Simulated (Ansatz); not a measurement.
CdSe (Cadmoselite):

```
Cd Se
1.0
     4.30000    0.00000    0.00000
    -2.15000    3.72391    0.00000
     0.00000    0.00000    7.02000
Cd Se
2 2
Direct
  0.66667 0.33333 0.50000
  0.33333 0.66667 0.00000
  0.66667 0.33333 0.88500
  0.33333 0.66667 0.38500
```

Program: Ansatz 0.2.0. Alike in all runs: task band structure; potentials or basis Ansatz PAW; cell as given; smearing fermi-dirac 0.05 eV.

Q: Order these runs on this cell by their pressure, lowest first.
A. level LDA; spin off; k mesh 7 × 7 × 4; cutoff (eV) 420
B. level BLYP; spin off; k mesh 7 × 7 × 4; cutoff (eV) 420
C. level r2SCAN; spin SOC, no magnetisation; k mesh 5 × 5 × 3; cutoff (eV) 500

A: A (-1.8 GPa), C (1.6 GPa), B (5.9 GPa).

Caveats: the PAW data sets come from PBE, with cores solved anew for the run's functional, which leaves a small shift of forces and pressure.

Runs at the PBE level aren't shown here.
